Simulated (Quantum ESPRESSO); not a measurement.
# MoS2 (P6_3/mmc) in Quantum ESPRESSO: notebook

Runs on MoS2. Level: LDA. Tasks: single point, equation of state.

Everything below comes from runs of Quantum ESPRESSO 7.5. Logs are shortened: lines on timing, memory, paths and dates and some standing lists are left out, and cuts for length are marked.

### Step 1. The structure

It takes space group P6_3/mmc (No. 194, hexagonal). The conventional cell has a = 3.169 Å, b = 3.169 Å, c = 12.324 Å, α = 90.00°, β = 90.00°, γ = 120.00°. Mo (site symmetry -6m2) is surrounded by 6 S at 2.41 Å. S (site symmetry 3m) has 3 Mo at 2.41 Å as nearest neighbours.

### Step 2. Single point, LDA, 16.79 Å³/atom

The input, pw.in:

```
&CONTROL
  calculation = 'scf'
  prefix = 'pwscf'
  outdir = './tmp'
  pseudo_dir = './pseudo'
  tstress = .true.
  disk_io = 'nowf'
/
&SYSTEM
  ibrav = 0
  nat = 6
  ntyp = 2
  ecutwfc = 45
  ecutrho = 360
  nbnd = 36
  occupations = 'smearing'
  smearing = 'fd'
  degauss = 0.00367493
/
&ELECTRONS
  conv_thr = 1.2d-09
  electron_maxstep = 120
  mixing_beta = 0.5
/
ATOMIC_SPECIES
Mo    95.9500 mo_lda_v1.uspp.F.UPF
S     32.0600 s_lda_v1.4.uspp.F.UPF
CELL_PARAMETERS angstrom
   3.1043083785    0.0000000000    0.0000000000
  -1.5521541893    2.6884099170    0.0000000000
   0.0000000000    0.0000000000   12.0724192038
ATOMIC_POSITIONS crystal
Mo     0.6666666667    0.3333333333    0.7500000000
Mo     0.3333333333    0.6666666667    0.2500000000
S      0.6666666667    0.3333333333    0.3770000000
S      0.3333333333    0.6666666667    0.8770000000
S      0.6666666667    0.3333333333    0.1230000000
S      0.3333333333    0.6666666667    0.6230000000
K_POINTS automatic
10 10 3 0 0 0
```

Potentials or basis: GBRV 1.5 LDA.

The run is started by

```
> OMP_NUM_THREADS=1 mpirun -n 2 pw.x -nk 2 -in pw.in > pw.out
```

pw.out:

```text
This program is part of the open-source Quantum ESPRESSO suite
     for quantum simulation of materials; please cite
         "P. Giannozzi et al., J. Phys.:Condens. Matter 21 395502 (2009);
         "P. Giannozzi et al., J. Phys.:Condens. Matter 29 465901 (2017);
         "P. Giannozzi et al., J. Chem. Phys. 152 154105 (2020);
     in publications or presentations arising from this work. More details at

     Message from routine setup:
     using ibrav=0 with symmetry is DISCOURAGED, use correct ibrav instead

     K-points division:     npool     =       2
     Subspace diagonalization in iterative solution of the eigenvalue problem:
     a serial algorithm will be used

     G-vector sticks info
     --------------------
     sticks:   dense  smooth     PW     G-vecs:    dense   smooth      PW
     Sum         847     433    121                78503    27793    4565

     Using Slab Decomposition

     bravais-lattice index     =            0
     lattice parameter (alat)  =       5.8663  a.u.
     unit-cell volume          =     679.9097 (a.u.)^3
     number of atoms/cell      =            6
     number of atomic types    =            2
     number of electrons       =        52.00
     number of Kohn-Sham states=           36
     kinetic-energy cutoff     =      45.0000  Ry
     charge density cutoff     =     360.0000  Ry
     scf convergence threshold =      1.2E-09
     mixing beta               =       0.5000
     number of iterations used =            8  plain     mixing
     Exchange-correlation=  SLA  PZ   NOGX NOGC
                           (   1   1   0   0   0   0   0)

     celldm(1)=   5.866293  celldm(2)=   0.000000  celldm(3)=   0.000000
     celldm(4)=   0.000000  celldm(5)=   0.000000  celldm(6)=   0.000000

     crystal axes: (cart. coord. in units of alat)
               a(1) = (   1.000000   0.000000   0.000000 )
               a(2) = (  -0.500000   0.866025   0.000000 )
               a(3) = (   0.000000   0.000000   3.888924 )

     reciprocal axes: (cart. coord. in units 2 pi/alat)
               b(1) = (  1.000000  0.577350 -0.000000 )
               b(2) = (  0.000000  1.154701  0.000000 )
               b(3) = (  0.000000 -0.000000  0.257141 )

     PseudoPot. # 1 for Mo read from file:
     mo_lda_v1.uspp.F.UPF
     Pseudo is Ultrasoft + core correction, Zval = 14.0
     Generated by new atomic code, or converted to UPF format
     Using radial grid of  889 points,  6 beta functions with:
                l(1) =   0
                l(2) =   0
                l(3) =   1
                l(4) =   1
                l(5) =   2
                l(6) =   2
     Q(r) pseudized with  6 coefficients,  rinner =    1.000   1.000   1.000
                                                       1.000   1.000

     PseudoPot. # 2 for S  read from file:
     s_lda_v1.4.uspp.F.UPF
     Pseudo is Ultrasoft + core correction, Zval =  6.0
     Generated by new atomic code, or converted to UPF format
     Using radial grid of  907 points,  6 beta functions with:
                l(1) =   0
                l(2) =   0
                l(3) =   1
                l(4) =   1
                l(5) =   2
                l(6) =   2
     Q(r) pseudized with  8 coefficients,  rinner =    1.300   1.300   1.300
                                                       1.300   1.300

     atomic species   valence    mass     pseudopotential
     Mo               14.00    95.95000     Mo( 1.00)
     S                 6.00    32.06000     S ( 1.00)

     24 Sym. Ops., with inversion, found (12 have fractional translation)

   Cartesian axes

     site n.     atom                  positions (alat units)
         1        Mo     tau(   1) = (   0.5000000   0.2886751   2.9166930  )
         2        Mo     tau(   2) = (  -0.0000000   0.5773503   0.9722310  )
         3        S      tau(   3) = (   0.5000000   0.2886751   1.4661243  )
         4        S      tau(   4) = (  -0.0000000   0.5773503   3.4105863  )
         5        S      tau(   5) = (   0.5000000   0.2886751   0.4783376  )
         6        S      tau(   6) = (  -0.0000000   0.5773503   2.4227996  )

     number of k points=    28  Fermi-Dirac smearing, width (Ry)=  0.0037
                       cart. coord. in units 2pi/alat
        k(    1) = (   0.0000000   0.0000000   0.0000000), wk =   0.0066667
        k(    2) = (   0.0000000   0.0000000   0.0857135), wk =   0.0133333
        k(    3) = (   0.0000000   0.1154701   0.0000000), wk =   0.0400000
        k(    4) = (   0.0000000   0.1154701   0.0857135), wk =   0.0800000
        k(    5) = (   0.0000000   0.2309401   0.0000000), wk =   0.0400000
        k(    6) = (   0.0000000   0.2309401   0.0857135), wk =   0.0800000
[... 20 lines left out ...]
        k(   27) = (   0.3000000   0.5196152   0.0000000), wk =   0.0400000
        k(   28) = (   0.3000000   0.5196152   0.0857135), wk =   0.0800000

     Dense  grid:    78503 G-vectors     FFT dimensions: (  36,  36, 144)

     Smooth grid:    27793 G-vectors     FFT dimensions: (  25,  25, 100)

     Initial potential from superposition of free atoms

     starting charge      51.9982, renormalised to      52.0000

     negative rho (up, down):  4.137E-05 0.000E+00
     Starting wfcs are   42 randomized atomic wfcs

     Self-consistent Calculation

     iteration #  1     ecut=    45.00 Ry     beta= 0.50
     Davidson diagonalization with overlap
     ethr =  1.00E-02,  avg # of iterations =  4.3

     Threshold (ethr) on eigenvalues was too large:
     Diagonalizing with lowered threshold

     Davidson diagonalization with overlap
     ethr =  4.21E-04,  avg # of iterations =  3.2

     negative rho (up, down):  4.329E-05 0.000E+00

     total energy              =    -375.71517864 Ry
     estimated scf accuracy    <       0.25592598 Ry

     iteration #  2     ecut=    45.00 Ry     beta= 0.50
     Davidson diagonalization with overlap
     ethr =  4.92E-04,  avg # of iterations =  4.2

     negative rho (up, down):  9.928E-05 0.000E+00

     total energy              =    -375.72209831 Ry
     estimated scf accuracy    <       0.34359647 Ry

     iteration #  3     ecut=    45.00 Ry     beta= 0.50
     Davidson diagonalization with overlap
     ethr =  4.92E-04,  avg # of iterations =  2.0
[... 42 lines left out ...]
     iteration #  8     ecut=    45.00 Ry     beta= 0.50
     Davidson diagonalization with overlap
     ethr =  1.39E-09,  avg # of iterations =  2.7

     negative rho (up, down):  9.987E-05 0.000E+00

     total energy              =    -375.79281945 Ry
     estimated scf accuracy    <       0.00000004 Ry

     iteration #  9     ecut=    45.00 Ry     beta= 0.50
     Davidson diagonalization with overlap
     ethr =  7.08E-11,  avg # of iterations =  5.2

     negative rho (up, down):  9.983E-05 0.000E+00

     End of self-consistent calculation

          k = 0.0000 0.0000 0.0000 (  3505 PWs)   bands (ev):

   -49.5592 -49.5592 -23.8334 -23.8332 -23.5249 -23.5249 -23.5248 -23.5248
    -3.5374  -3.2283  -2.1749  -1.6428   4.4648   5.6174   8.0251   8.2720
     8.2720   8.2846   8.2846   9.4812   9.4812   9.5311   9.5311  10.4346
    10.6379  11.8647  14.0215  14.0215  14.0461  14.0461  14.2715  14.2715
    14.4763  14.4763  17.4783  17.5112

          k = 0.0000 0.0000 0.0857 (  3475 PWs)   bands (ev):

   -49.5592 -49.5592 -23.8333 -23.8332 -23.5248 -23.5248 -23.5248 -23.5248
    -3.4761  -3.3264  -2.0242  -1.7633   4.6959   5.2475   8.2751   8.2751
     8.2813   8.2813   8.5412   9.4937   9.4937   9.5187   9.5187   9.5402
    11.2975  11.7295  14.0226  14.0226  14.0330  14.0330  14.3291  14.3291
    14.4296  14.4296  17.4863  17.5028

          k = 0.0000 0.1155 0.0000 (  3463 PWs)   bands (ev):
[... 49 lines left out ...]
   -49.5104 -49.5104 -23.9760 -23.9760 -23.7391 -23.7390 -23.6280 -23.6280
    -1.5923  -1.4010  -1.3058  -1.1077   4.9192   5.2858   5.9573   6.3057
     6.4952   7.2472   7.7818   7.8662   8.9785   9.4289   9.8992   9.9266
    10.0826  10.2602  13.4294  13.5457  13.5520  14.1384  14.5935  15.4057
    15.5661  15.8875  17.5494  18.3895

          k = 0.0000 0.4619 0.0857 (  3464 PWs)   bands (ev):

   -49.5104 -49.5104 -23.9760 -23.9760 -23.7391 -23.7391 -23.6280 -23.6280
    -1.5621  -1.4806  -1.2245  -1.1397   4.9970   5.1777   6.0006   6.1260
     6.7960   7.1231   7.8019   7.8440   9.0491   9.2542   9.9457  10.0373
    10.0631  10.2104  13.4540  13.5115  13.6791  13.9505  14.8461  15.2955
    15.5276  15.7676  17.6985  18.0957

          k = 0.0000-0.5774 0.0000 (  3460 PWs)   bands (ev):

   -49.5053 -49.5052 -24.0219 -24.0218 -23.7291 -23.7290 -23.6388 -23.6387
    -1.2920  -1.1678  -1.1658  -1.0628   4.7012   5.0599   5.7615   6.0260
     6.3398   7.0803   7.6554   7.7414   8.9432   9.2299  10.0400  10.2658
    10.2812  10.4127  13.5225  13.5765  13.9139  14.2504  14.7152  15.4570
    15.6916  15.9853  17.0425  17.3402

          k = 0.0000-0.5774 0.0857 (  3466 PWs)   bands (ev):

   -49.5053 -49.5053 -24.0219 -24.0219 -23.7290 -23.7290 -23.6388 -23.6388
    -1.2743  -1.2273  -1.1116  -1.0752   4.7802   4.9587   5.7865   5.8823
     6.6169   6.9502   7.6758   7.7188   9.0007   9.1414  10.0963  10.2091
    10.3226  10.3864  13.5338  13.5604  14.0099  14.1779  14.8878  15.3422
    15.5863  15.8495  17.1997  17.4765

          k = 0.1000 0.1732 0.0000 (  3461 PWs)   bands (ev):

   -49.5448 -49.5448 -23.8056 -23.8055 -23.6583 -23.6583 -23.5592 -23.5592
    -3.0517  -2.7505  -1.9557  -1.4931   4.9606   6.0575   7.3132   7.4635
     7.4722   8.3430   8.6072   8.7249   8.7429   8.7688   9.8586  10.4356
    10.7839  10.9564  13.2617  13.6225  13.7773  13.9152  13.9207  14.0879
    14.7628  14.9365  19.3339  19.4110

          k = 0.1000 0.1732 0.0857 (  3473 PWs)   bands (ev):

   -49.5448 -49.5448 -23.8056 -23.8055 -23.6583 -23.6583 -23.5592 -23.5592
    -2.9937  -2.8494  -1.8182  -1.5932   5.1630   5.6708   7.4195   7.4508
     7.7675   8.2118   8.6228   8.6746   8.7601   8.7679   9.9251  10.1777
    10.8922  10.9489  13.3794  13.5566  13.8297  13.8959  13.9342  14.0250
    14.8126  14.8982  19.3551  19.3934
[... 99 lines left out ...]
   -49.4995 -49.4995 -23.9208 -23.9208 -23.8095 -23.8094 -23.7180 -23.7180
    -0.9921  -0.9777  -0.9304  -0.9193   5.1997   5.3754   5.7493   5.9306
     6.9421   6.9494   7.4205   7.5200   7.6493   7.9809   8.9243   9.2818
    10.7781  10.9778  12.9990  13.0917  13.5781  14.5752  14.7981  14.8398
    16.0997  16.5448  17.6984  18.5552

          k = 0.3000 0.5196 0.0857 (  3449 PWs)   bands (ev):

   -49.4995 -49.4995 -23.9208 -23.9208 -23.8095 -23.8094 -23.7180 -23.7180
    -0.9890  -0.9819  -0.9271  -0.9216   5.2364   5.3220   5.8119   5.9043
     6.9334   6.9710   7.2468   7.3071   7.9910   8.1765   8.8851   9.1102
    10.8218  10.9202  13.0253  13.0699  13.8298  14.3684  14.7346  14.8183
    16.1653  16.3858  18.1435  18.6346

     the Fermi energy is    12.2103 ev

!    total energy              =    -375.79281949 Ry
     estimated scf accuracy    <          6.6E-10 Ry
     smearing contrib. (-TS)   =      -0.00000052 Ry
     internal energy E=F+TS    =    -375.79281896 Ry

     The total energy is F=E-TS. E is the sum of the following terms:
     one-electron contribution =    -164.92185059 Ry
     hartree contribution      =     106.35142152 Ry
     xc contribution           =     -72.53232578 Ry
     ewald contribution        =    -244.69006412 Ry

     convergence has been achieved in   9 iterations

     Computing stress (Cartesian axis) and pressure

     negative rho (up, down):  9.983E-05 0.000E+00
          total   stress  (Ry/bohr**3)                   (kbar)     P=       41.07
   0.00024132   0.00000000   0.00000000           35.50        0.00        0.00
   0.00000000   0.00024132   0.00000000            0.00       35.50        0.00
   0.00000000   0.00000000   0.00035481            0.00        0.00       52.19

=------------------------------------------------------------------------------=
   JOB DONE.
=------------------------------------------------------------------------------=
```

It took 41 s on 2 MPI ranks of Arm Neoverse V1, shared host; peak memory 0.46 GiB.

What came out:

```
Free energy            : -5112.9218 eV
Pressure               : 4.1 GPa
Band gap on the k mesh : 0.78 eV, indirect (least direct gap 2.02 eV)
```

Caveat: an odd mesh through Γ misses points on the zone boundary, where band edges often lie.

### Step 3. Single point, LDA, 17.15 Å³/atom

Changes to pw.in since step 2:

```diff
@@ -28,5 +28,5 @@
 CELL_PARAMETERS angstrom
-   3.1043083785    0.0000000000    0.0000000000
-  -1.5521541893    2.6884099170    0.0000000000
-   0.0000000000    0.0000000000   12.0724192038
+   3.1261704254    0.0000000000    0.0000000000
+  -1.5630852127    2.7073430050    0.0000000000
+   0.0000000000    0.0000000000   12.1574390416
 ATOMIC_POSITIONS crystal
```

Potentials or basis: GBRV 1.5 LDA.

The run is started by

```
> OMP_NUM_THREADS=1 mpirun -n 2 pw.x -nk 2 -in pw.in > pw.out
```

It took 41 s on 2 MPI ranks of Arm Neoverse V1, shared host; peak memory 0.46 GiB.

Results (log left out):

* Free energy: -5112.9538 eV
* Pressure: 0.4 GPa
* Band gap on the k mesh: 0.81 eV, indirect (least direct gap 1.97 eV)

Caveat: an odd mesh through Γ misses points on the zone boundary, where band edges often lie.

### Step 4. Single point, LDA, 17.51 Å³/atom

Changes to pw.in since step 3:

```diff
@@ -28,5 +28,5 @@
 CELL_PARAMETERS angstrom
-   3.1261704254    0.0000000000    0.0000000000
-  -1.5630852127    2.7073430050    0.0000000000
-   0.0000000000    0.0000000000   12.1574390416
+   3.1477309028    0.0000000000    0.0000000000
+  -1.5738654514    2.7260149261    0.0000000000
+   0.0000000000    0.0000000000   12.2412860984
 ATOMIC_POSITIONS crystal
```

The run is started by

```
> OMP_NUM_THREADS=1 mpirun -n 2 pw.x -nk 2 -in pw.in > pw.out
```

Run time: 42 s. Hardware: 2 MPI ranks of Arm Neoverse V1, shared host; peak memory 0.46 GiB.

The run converged. Its results:

- Free energy: -5112.9391 eV
- Pressure: -2.9 GPa
- Band gap on the k mesh: 0.83 eV, indirect (least direct gap 1.91 eV)

Caveat: an odd mesh through Γ misses points on the zone boundary, where band edges often lie.

### Step 5. Single point, LDA, 17.86 Å³/atom

Changes to pw.in since step 4:

```diff
@@ -28,5 +28,5 @@
 CELL_PARAMETERS angstrom
-   3.1477309028    0.0000000000    0.0000000000
-  -1.5738654514    2.7260149261    0.0000000000
-   0.0000000000    0.0000000000   12.2412860984
+   3.1690000000    0.0000000000    0.0000000000
+  -1.5845000000    2.7444345046    0.0000000000
+   0.0000000000    0.0000000000   12.3240000000
 ATOMIC_POSITIONS crystal
```

The run is started by

```
> OMP_NUM_THREADS=1 mpirun -n 2 pw.x -nk 2 -in pw.in > pw.out
```

Wall time 43 s (2 MPI ranks of Arm Neoverse V1, shared host); peak memory 0.48 GiB.

Results (log left out):

* Free energy: -5112.8824 eV
* Pressure: -5.8 GPa
* Band gap on the k mesh: 0.85 eV, indirect (least direct gap 1.86 eV)

Caveat: an odd mesh through Γ misses points on the zone boundary, where band edges often lie.

### Step 6. Single point, LDA, 18.22 Å³/atom

Changes to pw.in since step 5:

```diff
@@ -28,5 +28,5 @@
 CELL_PARAMETERS angstrom
-   3.1690000000    0.0000000000    0.0000000000
-  -1.5845000000    2.7444345046    0.0000000000
-   0.0000000000    0.0000000000   12.3240000000
+   3.1899873666    0.0000000000    0.0000000000
+  -1.5949936833    2.7626100972    0.0000000000
+   0.0000000000    0.0000000000   12.4056182726
 ATOMIC_POSITIONS crystal
```

Potentials or basis: GBRV 1.5 LDA.

The run is started by

```
> OMP_NUM_THREADS=1 mpirun -n 2 pw.x -nk 2 -in pw.in > pw.out
```

Wall time 47 s (2 MPI ranks of Arm Neoverse V1, shared host); peak memory 0.48 GiB.

It converged, with:

```yaml
Free_energy: -5112.7883 eV
Pressure: -8.5 GPa
Band_gap_on_the_k_mesh: 0.87 eV, indirect (least direct gap 1.82 eV)
```

Caveat: an odd mesh through Γ misses points on the zone boundary, where band edges often lie.

### Step 7. Single point, LDA, 18.58 Å³/atom

Changes to pw.in since step 6:

```diff
@@ -28,5 +28,5 @@
 CELL_PARAMETERS angstrom
-   3.1899873666    0.0000000000    0.0000000000
-  -1.5949936833    2.7626100972    0.0000000000
-   0.0000000000    0.0000000000   12.4056182726
+   3.2107021507    0.0000000000    0.0000000000
+  -1.6053510754    2.7805496265    0.0000000000
+   0.0000000000    0.0000000000   12.4861764927
 ATOMIC_POSITIONS crystal
```

The run is started by

```
> OMP_NUM_THREADS=1 mpirun -n 2 pw.x -nk 2 -in pw.in > pw.out
```

Wall time 53 s (2 MPI ranks of Arm Neoverse V1, shared host); peak memory 0.5 GiB.

It converged, with:

- Free energy: -5112.6608 eV
- Pressure: -10.8 GPa
- Band gap on the k mesh: 0.89 eV, indirect (least direct gap 1.77 eV)

Caveat: an odd mesh through Γ misses points on the zone boundary, where band edges often lie.

### Step 8. Single point, LDA, 18.94 Å³/atom

Changes to pw.in since step 7:

```diff
@@ -28,5 +28,5 @@
 CELL_PARAMETERS angstrom
-   3.2107021507    0.0000000000    0.0000000000
-  -1.6053510754    2.7805496265    0.0000000000
-   0.0000000000    0.0000000000   12.4861764927
+   3.2311530343    0.0000000000    0.0000000000
+  -1.6155765171    2.7982606112    0.0000000000
+   0.0000000000    0.0000000000   12.5657084235
 ATOMIC_POSITIONS crystal
```

The run is started by

```
> OMP_NUM_THREADS=1 mpirun -n 2 pw.x -nk 2 -in pw.in > pw.out
```

Wall time 64 s (2 MPI ranks of Arm Neoverse V1, shared host); peak memory 0.5 GiB.

It converged, with:

* Free energy: -5112.5034 eV
* Pressure: -13.0 GPa
* Band gap on the k mesh: 0.90 eV, indirect (least direct gap 1.72 eV)

Caveat: an odd mesh through Γ misses points on the zone boundary, where band edges often lie.

### Step 9. Equation of state, LDA

Potentials or basis: GBRV 1.5 LDA.

No new run: the results of the series are fitted here.

What came out:

* Equilibrium volume: 17.21 Å³/atom
* Bulk modulus at fixed shape and positions: 165 GPa
* Pressure derivative of the bulk modulus: 4.4

Energy against volume, from the lowest point:
| volume (Å³/atom) | energy (meV/atom) |
| --- | --- |
| 16.792 | 5.33 |
| 17.149 | 0.00 |
| 17.507 | 2.45 |
| 17.864 | 11.90 |
| 18.221 | 27.58 |
| 18.578 | 48.83 |
| 18.936 | 75.07 |

Caveat: the cell was scaled at fixed shape and fractional positions, which overstates the stiffness of a crystal with free parameters, most of all of layers and chains.
